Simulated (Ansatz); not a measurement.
# Deforming AgCl

```xyz
4
Lattice="1.8709 -5.5566 0.0000 1.8709 5.5566 0.0000 0.0000 0.0000 3.9240" Properties=species:S:1:pos:R:3 pbc="T T T"
Ag    1.8709    1.1496    2.9430
Ag    1.8709   -1.1496    0.9810
Cl    1.8709   -4.0613    0.9810
Cl    1.8709    4.0613    2.9430
```

Atoms are numbered in the order listed.

Structure from Materials Project entry mp-570858 (possibly hypothetical), not relaxed further.

Computed with DFT, PBE, all-electron LAPW, scalar-relativistic (Ansatz 0.2.0).

Sampling and basis: a Γ-centred 9×9×8 k mesh, Fermi–Dirac smearing of 0.03 eV, basis error target 1 meV/atom, no spin polarisation.

The unchanged cell is at 1.70 GPa.

Semilocal functionals give too small gaps.

x, y and z are the Cartesian axes of the cell as listed; fractional coordinates follow a strain, and an engineering shear is twice the off-diagonal strain component.

(1) One change gave: energy change under 1 meV/atom; stress change (xx, yy, zz, yz, xz, xy) 0.01, 0.01, 0.01, 0.18, 0.06, 0.01 GPa, compression positive; change of the force on Cl3 (-0.011, 0.000, 0.008) eV/Å; gap on the k mesh 0.49 → 0.49 eV. Which change was it?
A. equal xy, yz and zx engineering shear strains of +1 %
B. equal xy, yz and zx engineering shear strains of +3 %
C. equal xy, yz and zx engineering shear strains of -2 %
D. equal xy, yz and zx engineering shear strains of -1 %
E. equal xy, yz and zx engineering shear strains of +2 %
F. equal xy, yz and zx engineering shear strains of -3 %

Answers

(1) D. For equal xy, yz and zx engineering shear strains of -2 %: energy change under 1 meV/atom; stress change (xx, yy, zz, yz, xz, xy) 0.04, 0.05, 0.05, 0.36, 0.13, 0.02 GPa, compression positive; change of the force on Cl3 (-0.021, 0.000, 0.016) eV/Å; gap on the k mesh 0.49 → 0.50 eV. For equal xy, yz and zx engineering shear strains of +1 %: energy change under 1 meV/atom; stress change (xx, yy, zz, yz, xz, xy) 0.01, 0.01, 0.01, -0.17, -0.06, 0.00 GPa, compression positive; change of the force on Cl3 (0.011, 0.000, -0.008) eV/Å; gap on the k mesh 0.49 → 0.49 eV. For equal xy, yz and zx engineering shear strains of +3 %: energy change +1 meV/atom; stress change (xx, yy, zz, yz, xz, xy) 0.09, 0.10, 0.12, -0.50, -0.17, 0.00 GPa, compression positive; change of the force on Cl3 (0.035, 0.002, -0.022) eV/Å; gap on the k mesh 0.49 → 0.50 eV. For equal xy, yz and zx engineering shear strains of -3 %: energy change +2 meV/atom; stress change (xx, yy, zz, yz, xz, xy) 0.10, 0.10, 0.12, 0.54, 0.21, 0.04 GPa, compression positive; change of the force on Cl3 (-0.030, 0.000, 0.025) eV/Å; gap on the k mesh 0.49 → 0.50 eV. For equal xy, yz and zx engineering shear strains of +2 %: energy change under 1 meV/atom; stress change (xx, yy, zz, yz, xz, xy) 0.04, 0.05, 0.05, -0.34, -0.11, -0.01 GPa, compression positive; change of the force on Cl3 (0.023, 0.001, -0.015) eV/Å; gap on the k mesh 0.49 → 0.50 eV.
